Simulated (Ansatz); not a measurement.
**Calculated quadrupolar parameters for ZnSe under strain**

The cell is a structure deposited in the COD, relaxed with PBE at fixed cell and then changed (z compressed by 3 %, ions relaxed).

```cif
data_structure
_symmetry_space_group_name_H-M 'P 1'
_symmetry_Int_Tables_number 1
_cell_length_a 3.9479
_cell_length_b 3.9479
_cell_length_c 4.0076
_cell_angle_alpha 59.499
_cell_angle_beta 59.499
_cell_angle_gamma 61.002
_cell_volume 44.15
loop_
_atom_site_label
_atom_site_type_symbol
_atom_site_fract_x
_atom_site_fract_y
_atom_site_fract_z
_atom_site_occupancy
Zn1 Zn 0.00000 0.00000 0.00000 1
Se2 Se 0.25000 0.25000 0.25000 1
```

Sites (sets of like atoms) are named by element and the number of their first atom in this list.

Level of theory: DFT, PBE, plane waves and PAW, scalar-relativistic, 420 eV cutoff, Γ-centred 13×13×13 k-points, Fermi–Dirac smearing 0.02 eV (Ansatz 0.2.0).

V_zz is the principal component of the electric field gradient with the largest magnitude, η = (V_xx − V_yy)/V_zz and C_Q = eQV_zz/h.

67Zn: I = 5/2, Q = 122.0 mb. Nuclear quadrupole moments: year-2017 set (Pyykkö).

(1) Give the quadrupolar parameters of the distinct sites.

Answers

(1) 

```csv
site,atoms (order as listed),first shell,V_zz (10²¹ V/m²),η,C_Q (MHz)
Zn,1,4 Se at 2.43 Å,0.54,0.00,1.58
Se,2,4 Zn at 2.43 Å,-1.25,0.00,–
```

An axis of threefold or higher order runs through Zn and Se, so V_zz lies along it and η is zero.

Se has no stable isotope with a ground-state quadrupole moment in the table, so no C_Q is given.
